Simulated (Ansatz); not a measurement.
# SiC: how the settings move a single-point run

Aim: see which settings change the result for SiC, by how much, and at what cost.

The COD entry's cell or inner coordinates are ideal or old and differ from later refinements, so a difference from it is no clean test against experiment.

Program: Ansatz 0.2.0. Level of theory: reference: DFT, PBE, PAW with Ansatz's default frozen-core files, scalar-relativistic. These are calculated values, not measurements.

1 further run of the same task is left out (it didn't finish). Runs told in other sessions of the task aren't counted.

**1. The starting structure**

It takes space group I-4m2 (No. 119, tetragonal). Conventional cell: a = 3.013 Å, b = 3.013 Å, c = 4.348 Å, α = 90.00°, β = 90.00°, γ = 90.00°. Si (site symmetry -4m2) has 4 C at 1.86 Å in its first shell of neighbours. Around C (site symmetry -4m2) lie 4 Si at 1.86 Å.

Structure file:

```xyz
2
Lattice="0.0000 2.1305 2.1740 2.1305 0.0000 2.1740 2.1305 2.1305 0.0000" Properties=species:S:1:pos:R:3 pbc="T T T"
Si    0.0000    0.0000    0.0000
C     3.1958    3.1958    3.2610
```

**2. Baseline**

input.yaml

```yaml
crystal:
  lattice:
    - [0.0, 2.13052, 2.174]
    - [2.13052, 0.0, 2.174]
    - [2.13052, 2.13052, 0.0]
  atoms:
    - { symbol: Si, position: [0.0, 0.0, 0.0] }
    - { symbol: C, position: [0.75, 0.75, 0.75] }
kpoints:
  mp_grid: { grid: [16, 16, 16] }
scf:
  occupations: { method: fermi_dirac, width: 0.05 }
hamiltonian:
  xc: pbe
  pseudopotentials: { kind: paw }
output:
  forces: true
  stress: true
  eigenvalues: true
  efg: { contact_densities: true }
```

Started as:

```
ansatz run input.yaml --threads 1 --pin off --max-ram 2048MiB --backend cpu --events-out ev --progress --plain --runs-dir out
```

**3. Changing settings: eigensolver.kind davidson**

input.yaml, as its differences from that of step 2:

```diff
@@ -12,2 +12,3 @@
   occupations: { method: fermi_dirac, width: 0.05 }
+  eigensolver: { kind: davidson }
 hamiltonian:
```

Q: Predict the outcome of this session. Wanted: for each run, ending; energy change; pressure; gap; force.

The runs gave:

| run | ending | energy change | pressure (GPa) | gap (eV) | force (eV/Å) | cycles | time |
| --- | --- | --- | --- | --- | --- | --- | --- |
| reference | converged | 0 | 14.9 | 1.20 | 0.00 | 6 | 7.3 s |
| 1: eigensolver.kind davidson | converged | 0.0 meV/atom | 14.9 | 1.20 | 0.00 | 6 | 10 s |

Residual by cycle in the longest SCF loop of each run; runs are numbered as in the table. The quantity is the density residual dr2, in eV.

```
cycle  reference    run 1
    1     6.1e-4   4.9e-4
    2     5.4e-5   2.9e-5
    3     6.5e-6   5.5e-6
    4     2.6e-7   7.6e-7
    5     1.1e-9   2.2e-8
    6    2.0e-11  4.5e-10
```

What this shows: Energy and cycle count are those of the reference, so the change (solver) left the result and the number of cycles as they were. The structure is not at rest: the sound run finds 15 GPa, so these are no properties of the relaxed crystal. 
